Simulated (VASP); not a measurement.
The system is MgSe.

```xyz
2
Lattice="0.0000 2.7545 2.7545 2.7545 0.0000 2.7545 2.7545 2.7545 0.0000" Properties=species:S:1:pos:R:3 pbc="T T T"
Mg    0.0000    0.0000    0.0000
Se    2.7545    2.7545    2.7545
```

| Item | Value |
| --- | --- |
| Program | VASP 6.6.1 |
| Task | relaxation of cell and atoms |
| Functional | PBE |
| Dispersion | D3(BJ) |
| Potentials or basis | VASP PAW PBE potentials, release 64 (Mg, Se) |
| Cutoff | 600 eV |
| k mesh | 8 × 8 × 8 |
| Occupations | gaussian, width 0.02 eV |
| Spin | no spin polarisation |

At the start: pressure -3.0 GPa; volume 20.90 Å³/atom.

Question: How do energy, volume and symmetry change on relaxing?

Answer: Over 3 steps the energy falls by 9.6 meV/atom and the volume is 19.91 Å³/atom (-4.7 %); space group Fm-3m (No. 225, to 0.05 Å).

Step by step:
| step | energy change (eV) | largest force (eV/Å) | pressure (GPa) | volume (Å³) |
| --- | --- | --- | --- | --- |
| 1 | 0.0000 | 0.0000 | -2.97 | 41.80 |
| 2 | -0.0186 | 0.0000 | 0.56 | 39.50 |
| 3 | -0.0192 | 0.0000 | 0.01 | 39.81 |

Final structure:
```xyz
2
Lattice="0.0000 2.7102 2.7102 2.7102 0.0000 2.7102 2.7102 2.7102 0.0000" Properties=species:S:1:pos:R:3 pbc="T T T"
Mg    0.0000    0.0000    0.0000
Se    2.7102    2.7102    2.7102
```
